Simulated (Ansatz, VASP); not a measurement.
# Si (Si(110)) in two plane-wave programs

Aim: how closely do two programs agree when they are given the same cell, functional and k mesh? The structure shown is the end of the VASP relaxation below.

Program: Ansatz 0.2.0. Level of theory: plane waves, with VASP 6.6.1 beside it; single point at PBE. Results are calculated unless marked as measured.

## 1. Starting point

The cell holds 18 atoms: 18 Si. Its edges and angles: a = 3.944 Å, b = 5.578 Å, c = 31.338 Å, α = 90.0°, β = 90.0°, γ = 90.0°. It derives from Si. As first built, before any earlier steps moved the atoms (in the runner's words): 9 layers, strained by +2 % in the plane. Vacuum lies along c.

## 2. VASP: relaxation, PBE

This run makes the geometry at which the two programs are then compared.

Lines of VASP's logs that name or quote its potential files are left out, and so is its time.

File INCAR:

```
SYSTEM = Si
PREC = Normal
ENCUT = 320
EDIFF = 1E-05
NELM = 120
ISMEAR = 0
SIGMA = 0.03
LREAL = Auto
ALGO = Fast
GGA = PE
NBANDS = 54
LORBIT = 11
LWAVE = .FALSE.
LCHARG = .FALSE.
KPAR = 2
NCORE = 2
IBRION = 2
NSW = 60
ISIF = 2
EDIFFG = -0.03
POTIM = 0.4
MAXMIX = 40
IDIPOL = 3
LDIPOL = .TRUE.
DIPOL = 0.5 0.5 0.5
```

File POSCAR:

```
Si
1.0
    3.9442857675      0.0000000000      0.0000000000
    0.0000000000      5.5780624263      0.0000000000
    0.0000000000      0.0000000000     31.3384073756
Si
18
Direct
    0.7500000000      0.3750000000      0.7447221900
    0.2500000000      0.6250000000      0.7447221900
    0.2500000000      0.8750000000      0.6835416400
    0.7500000000      0.1250000000      0.6835416400
    0.7500000000      0.3750000000      0.6223611000
    0.2500000000      0.6250000000      0.6223611000
    0.2500000000      0.8750000000      0.5611805500
    0.7500000000      0.1250000000      0.5611805500
    0.7500000000      0.3750000000      0.5000000000
    0.2500000000      0.6250000000      0.5000000000
    0.2500000000      0.8750000000      0.4388194500
    0.7500000000      0.1250000000      0.4388194500
    0.7500000000      0.3750000000      0.3776389000
    0.2500000000      0.6250000000      0.3776389000
    0.2500000000      0.8750000000      0.3164583600
    0.7500000000      0.1250000000      0.3164583600
    0.7500000000      0.3750000000      0.2552778100
    0.2500000000      0.6250000000      0.2552778100
```

File KPOINTS:

```
Automatic mesh
0
Gamma
6 5 1
0 0 0
```

The projector-augmented-wave data sets are Si (PBE family, release 64).

Launch:

```console
$ mpirun -np 4 vasp_std
```

Numbers of over 12 decimals in the logs are rounded to 6 here.

What it wrote:

```text
[banner, memory and clock lines left out]
running    4 mpi-ranks, on    1 nodes
 distrk:  each k-point on    2 cores,    2 groups
 distr:  one band on    2 cores,    1 groups

 POSCAR found type information on POSCAR Si
 POSCAR found :  1 types and      18 ions
 LDA part: xc-table for (Slater+PW92), standard interpolation
 POSCAR, INCAR and KPOINTS ok, starting setup
 FFT: planning ... GRIDC
 FFT: planning ... GRID_SOFT
 FFT: planning ... GRID
 WAVECAR not read
 entering main loop
       N       E                     dE             d eps       ncg     rms          rms(c)
DAV:   1     0.211808855095E+03    0.21181E+03   -0.19028E+04  1296   0.694E+02
DAV:   2    -0.726634461336E+02   -0.28447E+03   -0.27311E+03  1724   0.150E+02
DAV:   3    -0.932252385565E+02   -0.20562E+02   -0.20183E+02  1546   0.392E+01
DAV:   4    -0.940172920025E+02   -0.79205E+00   -0.78820E+00  1968   0.888E+00
DAV:   5    -0.940407821101E+02   -0.23490E-01   -0.23477E-01  1786   0.144E+00    0.134E+01
RMM:   6    -0.928768747317E+02    0.11639E+01   -0.99148E-01  1296   0.205E+00    0.797E+00
RMM:   7    -0.924741312627E+02    0.40274E+00   -0.16377E+00  1314   0.298E+00    0.920E-01
RMM:   8    -0.924413581408E+02    0.32773E-01   -0.20199E-01  1361   0.135E+00    0.535E-01
RMM:   9    -0.924360820293E+02    0.52761E-02   -0.41387E-02  1341   0.669E-01    0.206E-01
RMM:  10    -0.924383440172E+02   -0.22620E-02   -0.14119E-02  1647   0.366E-01    0.206E-01
RMM:  11    -0.924387074410E+02   -0.36342E-03   -0.16208E-03  1426   0.124E-01    0.119E-01
RMM:  12    -0.924386461174E+02    0.61324E-04   -0.11173E-03  1316   0.869E-02    0.508E-02
RMM:  13    -0.924387706320E+02   -0.12451E-03   -0.40271E-04  1327   0.512E-02    0.177E-02
RMM:  14    -0.924389171287E+02   -0.14650E-03   -0.16991E-04  1222   0.303E-02    0.234E-02
RMM:  15    -0.924390237943E+02   -0.10667E-03   -0.52410E-05  1008   0.189E-02    0.572E-03
RMM:  16    -0.924390699694E+02   -0.46175E-04   -0.37719E-05   943   0.127E-02    0.566E-03
RMM:  17    -0.924391015213E+02   -0.31552E-04   -0.71921E-06   878   0.814E-03    0.155E-03
RMM:  18    -0.924391175206E+02   -0.15999E-04   -0.39268E-06   845   0.559E-03    0.358E-03
RMM:  19    -0.924391379803E+02   -0.20460E-04   -0.11360E-06   637   0.370E-03    0.157E-03
RMM:  20    -0.924391542423E+02   -0.16262E-04   -0.97545E-07   568   0.321E-03    0.119E-03
RMM:  21    -0.924391640725E+02   -0.98302E-05   -0.50356E-07   497   0.284E-03
   1 F= -.92439164E+02 E0= -.92436149E+02  d E =-.924392E+02
[... from here on, the cycles between the ionic steps are left out ...]
   2 F= -.92615549E+02 E0= -.92612239E+02  d E =-.176385E+00
   3 F= -.92681570E+02 E0= -.92676750E+02  d E =-.242406E+00
  15 F= -.92955188E+02 E0= -.92952891E+02  d E =-.490462E-02
  16 F= -.92956418E+02 E0= -.92954237E+02  d E =-.613434E-02
  17 F= -.92956646E+02 E0= -.92954431E+02  d E =-.636267E-02
  18 F= -.92959050E+02 E0= -.92956821E+02  d E =-.240395E-02
  19 F= -.92964615E+02 E0= -.92962343E+02  d E =-.796863E-02
  20 F= -.92968527E+02 E0= -.92966137E+02  d E =-.118806E-01
  21 F= -.92974249E+02 E0= -.92971871E+02  d E =-.572282E-02
  22 F= -.92975657E+02 E0= -.92973287E+02  d E =-.713085E-02
  23 F= -.92975768E+02 E0= -.92973399E+02  d E =-.724158E-02
  24 F= -.92977024E+02 E0= -.92974787E+02  d E =-.125566E-02
  25 F= -.92977031E+02 E0= -.92974820E+02  d E =-.126234E-02
  26 F= -.92977042E+02 E0= -.92974819E+02  d E =-.127375E-02
 curvature:  -1.13 expect dE=-0.569E-03 dE for cont linesearch -0.179E-05
 trial: gam= 0.28678 g(F)=  0.506E-03 g(S)=  0.000E+00 ort = 0.742E-04 (trialstep = 0.138E+01)
 search vector abs. value=  0.832E-03
 bond charge predicted
       N       E                     dE             d eps       ncg     rms          rms(c)
DAV:   1    -0.929774942574E+02   -0.45588E-03   -0.12365E-02  1316   0.335E-01    0.462E-02
RMM:   2    -0.929771900065E+02    0.30425E-03   -0.77980E-04  1310   0.985E-02    0.363E-02
RMM:   3    -0.929774987412E+02   -0.30873E-03   -0.17988E-04  1384   0.507E-02    0.224E-02
RMM:   4    -0.929775604201E+02   -0.61679E-04   -0.45792E-05  1108   0.251E-02    0.238E-02
RMM:   5    -0.929775590833E+02    0.13368E-05   -0.10783E-05   830   0.119E-02
  27 F= -.92977559E+02 E0= -.92975336E+02  d E =-.517131E-03
 trial-energy change:   -0.000517  1 .order   -0.000531   -0.000728   -0.000334
 step:   2.5508(harm=  2.5508)  dis= 0.00476  next Energy=   -92.977714 (dE=-0.672E-03)
 reached required accuracy - stopping structural energy minimisation
```

Parts of OUTCAR (step 2):

```text
ion  position               nearest neighbor table
   1  0.750  0.375  0.745-   4 2.37   2 2.42   2 2.42
   2  0.250  0.625  0.745-   3 2.37   1 2.42   1 2.42
   3  0.250  0.875  0.684-   6 2.37   2 2.37   4 2.42   4 2.42
   4  0.750  0.125  0.684-   5 2.37   1 2.37   3 2.42   3 2.42
   5  0.750  0.375  0.622-   4 2.37   8 2.37   6 2.42   6 2.42
   6  0.250  0.625  0.622-   3 2.37   7 2.37   5 2.42   5 2.42
   7  0.250  0.875  0.561-   6 2.37  10 2.37   8 2.42   8 2.42
   8  0.750  0.125  0.561-   5 2.37   9 2.37   7 2.42   7 2.42
   9  0.750  0.375  0.500-   8 2.37  12 2.37  10 2.42  10 2.42
  10  0.250  0.625  0.500-   7 2.37  11 2.37   9 2.42   9 2.42
  11  0.250  0.875  0.439-  14 2.37  10 2.37  12 2.42  12 2.42
  12  0.750  0.125  0.439-  13 2.37   9 2.37  11 2.42  11 2.42
  13  0.750  0.375  0.378-  16 2.37  12 2.37  14 2.42  14 2.42
  14  0.250  0.625  0.378-  15 2.37  11 2.37  13 2.42  13 2.42
  15  0.250  0.875  0.316-  14 2.37  18 2.37  16 2.42  16 2.42
  16  0.750  0.125  0.316-  13 2.37  17 2.37  15 2.42  15 2.42
  17  0.750  0.375  0.255-  16 2.37  18 2.42  18 2.42
  18  0.250  0.625  0.255-  15 2.37  17 2.42  17 2.42

  LATTYP: Found a simple orthorhombic cell.
 ALAT       =     3.9442857675
 B/A-ratio  =     1.4142135624
 C/A-ratio  =     7.9452679706

 Subroutine GETGRP returns: Found  8 space group operations
 (whereof  4 operations were pure point group operations)

The static configuration has the point symmetry C_2h.
 The point group associated with its full space group is D_2h.

 Found     12 irreducible k-points:

   k-points           NKPTS =     12   k-points in BZ     NKDIM =     12   number of bands    NBANDS=     54

   dimension x,y,z NGX =    18 NGY =   24 NGZ =  140
   dimension x,y,z NGXF=    36 NGYF=   48 NGZF=  280

   ENCUT  =  320.0 eV  23.52 Ry    4.85 a.u.   5.75  8.14 45.71*2*pi/ulx,y,z

   NELECT =      72.0000    total number of electrons

 k-points in reciprocal lattice and weights: Automatic mesh
   0.00000000  0.00000000  0.00000000       0.033
   0.16666667  0.00000000  0.00000000       0.067
   0.33333333  0.00000000  0.00000000       0.067
   0.50000000  0.00000000  0.00000000       0.033
   0.00000000  0.20000000  0.00000000       0.067
   0.16666667  0.20000000  0.00000000       0.133
   0.33333333  0.20000000  0.00000000       0.133
   0.50000000  0.20000000  0.00000000       0.067
   0.00000000  0.40000000  0.00000000       0.067
   0.16666667  0.40000000  0.00000000       0.133
   0.33333333  0.40000000  0.00000000       0.133
   0.50000000  0.40000000  0.00000000       0.067

 dipolmoment           0.000000      0.000000      0.000000 electrons x Angstroem

 average (electrostatic) potential at core
       1 -88.2978       2 -88.2978       3 -88.4639       4 -88.4639       5 -88.5514
       6 -88.5514       7 -88.5909       8 -88.5909       9 -88.5788      10 -88.5788
      11 -88.5909      12 -88.5909      13 -88.5514      14 -88.5514      15 -88.4639
      16 -88.4639      17 -88.2978      18 -88.2978

 E-fermi :   0.8635

 k-point     1 :       0.0000    0.0000    0.0000
  band No.  band energies     occupation
    ...
     31      -0.2034      2.00000
     32      -0.0431      2.00000
     33       0.2149      2.00000
     34       0.4040      2.00000
     35       0.8376      1.77892
     36       0.8845      0.32343
     37       1.2463      0.00000
     38       1.3914      0.00000
     39       1.7731      0.00000
     40       1.9605      0.00000
    ...

 k-point     2 :       0.1667    0.0000    0.0000
  band No.  band energies     occupation
    ...
     32      -0.8238      2.00000
     33      -0.5346      2.00000
     34      -0.1979      2.00000
     35       0.3734      2.00000
     36       0.4481      2.00000
     37       1.9161      0.00000
     38       2.2748      0.00000
     39       2.3138      0.00000
     40       2.5145      0.00000
     41       2.8353      0.00000
    ...

 k-point     3 :       0.3333    0.0000    0.0000
  band No.  band energies     occupation
    ...
     32      -1.4029      2.00000
     33      -1.2038      2.00000
     34      -0.4412      2.00000
     35       0.0672      2.00000
     36       0.2231      2.00000
     37       1.4535      0.00000
     38       1.5742      0.00000
     39       1.6788      0.00000
     40       1.8314      0.00000
     41       2.3178      0.00000
    ...

  Total       -6.4236043      0.4877192     -0.5332633      0.0000000      0.0000000      0.0000000
  in kB      -14.9265932      1.1333179     -1.2391492      0.0000000      0.0000000      0.0000000
  external PRESSURE =      -5.0108082 kB  Pullay stress =       0.0000000 kB

  energy-cutoff  :      320.00
  volume of cell :      689.49
      direct lattice vectors                 reciprocal lattice vectors
     3.944285767  0.000000000  0.000000000     0.253531326  0.000000000  0.000000000
     0.000000000  5.578062426  0.000000000     0.000000000  0.179273720  0.000000000
     0.000000000  0.000000000 31.338407376     0.000000000  0.000000000  0.031909726

 POSITION                                       TOTAL-FORCE (eV/Angst)
 -----------------------------------------------------------------------------------
      2.95821      2.21922     23.05749         0.000000     -0.003946     -0.025140
      0.98607      3.35885     23.05749         0.000000      0.003946     -0.025140
      0.98607      4.93833     21.37958        -0.000000     -0.006408      0.000685
      2.95821      0.63973     21.37958         0.000000      0.006408      0.000685
      2.95821      2.11067     19.50485        -0.000000     -0.000140      0.005319
      0.98607      3.46739     19.50485         0.000000      0.000140      0.005319
      0.98607      4.88926     17.58272         0.000000      0.019383      0.018814
      2.95821      0.68880     17.58272         0.000000     -0.019383      0.018814
      2.95821      2.10514     15.66920         0.000000     -0.003541     -0.000000
      0.98607      3.47292     15.66920         0.000000      0.003541     -0.000000
      0.98607      4.88926     13.75569         0.000000      0.019383     -0.018814
      2.95821      0.68880     13.75569         0.000000     -0.019383     -0.018814
      2.95821      2.11067     11.83356         0.000000     -0.000140     -0.005319
      0.98607      3.46739     11.83356        -0.000000      0.000140     -0.005319
      0.98607      4.93833      9.95882         0.000000     -0.006408     -0.000685
      2.95821      0.63973      9.95882         0.000000      0.006408     -0.000685
      2.95821      2.21922      8.28092         0.000000     -0.003946      0.025140
      0.98607      3.35885      8.28092        -0.000000      0.003946      0.025140
 -----------------------------------------------------------------------------------
    total drift:                               -0.000000     -0.000000      0.000000

  FREE ENERGIE OF THE ION-ELECTRON SYSTEM (eV)
  ---------------------------------------------------
  free  energy   TOTEN  =       -92.9775590833 eV

  energy  without entropy=      -92.9731123048  energy(sigma->0) =      -92.97533569

 reached required accuracy - stopping structural energy minimisation

 vacuum level on the upper side and lower side of the slab         5.545         5.545

 total charge
# of ion       s       p       d       tot
------------------------------------------
    1        0.773   0.904   0.000   1.677
    2        0.773   0.904   0.000   1.677
    3        0.761   0.920   0.000   1.681
    4        0.761   0.920   0.000   1.681
    5        0.757   0.903   0.000   1.660
    6        0.757   0.903   0.000   1.660
    7        0.754   0.903   0.000   1.658
    8        0.754   0.903   0.000   1.658
    9        0.753   0.909   0.000   1.662
   10        0.753   0.909   0.000   1.662
   11        0.754   0.903   0.000   1.658
   12        0.754   0.903   0.000   1.658
   13        0.757   0.903   0.000   1.660
   14        0.757   0.903   0.000   1.660
   15        0.761   0.920   0.000   1.681
   16        0.761   0.920   0.000   1.681
   17        0.773   0.904   0.000   1.677
   18        0.773   0.904   0.000   1.677
--------------------------------------------------
tot         13.689  16.337   0.000  30.026

[... 3 further parts left out ...]
```

CONTCAR:

```
Si
   1.00000000000000
     3.9442857674999998    0.0000000000000000    0.0000000000000000
     0.0000000000000000    5.5780624262999998    0.0000000000000000
     0.0000000000000000    0.0000000000000000   31.3384073755999992
  Si
    18
Direct
     0.7500000000000000    0.3978471849464056    0.7357581719718419
     0.2500000000000000    0.6021528150535942    0.7357581719718419
     0.2500000000000000    0.8853128955088181    0.6822166335239018
     0.7500000000000000    0.1146871044911819    0.6822166335239018
     0.7500000000000000    0.3783874117588364    0.6223943839097177
     0.2500000000000000    0.6216125882411637    0.6223943839097177
     0.2500000000000000    0.8765164693572203    0.5610598379878208
     0.7500000000000000    0.1234835306427799    0.5610598379878208
     0.7500000000000000    0.3773965521351528    0.5000000000000000
     0.2500000000000000    0.6226034478648473    0.5000000000000000
     0.2500000000000000    0.8765164693572203    0.4389401620121793
     0.7500000000000000    0.1234835306427799    0.4389401620121793
     0.7500000000000000    0.3783874117588364    0.3776056160902821
     0.2500000000000000    0.6216125882411637    0.3776056160902821
     0.2500000000000000    0.8853128955088181    0.3177833664760981
     0.7500000000000000    0.1146871044911819    0.3177833664760981
     0.7500000000000000    0.3978471849464056    0.2642418280281582
     0.2500000000000000    0.6021528150535942    0.2642418280281582
```

The run keeps the 8 symmetry operations of its start, so it cannot find a distortion of lower symmetry.

[end of part 1 of 2]

[Lines on the potential files, build, host, timing and source positions are cut from VASP's logs without a mark.]

[Logs are printed without paths, hosts, clocks, repeated set-up lines and the standing remarks that a program may print on its own settings, such as how far it seeks lower states.]

[Hosts, paths, dates, database ids (printed as entryN), source tags and the programs' standing remarks are cut or masked in the printed files.]
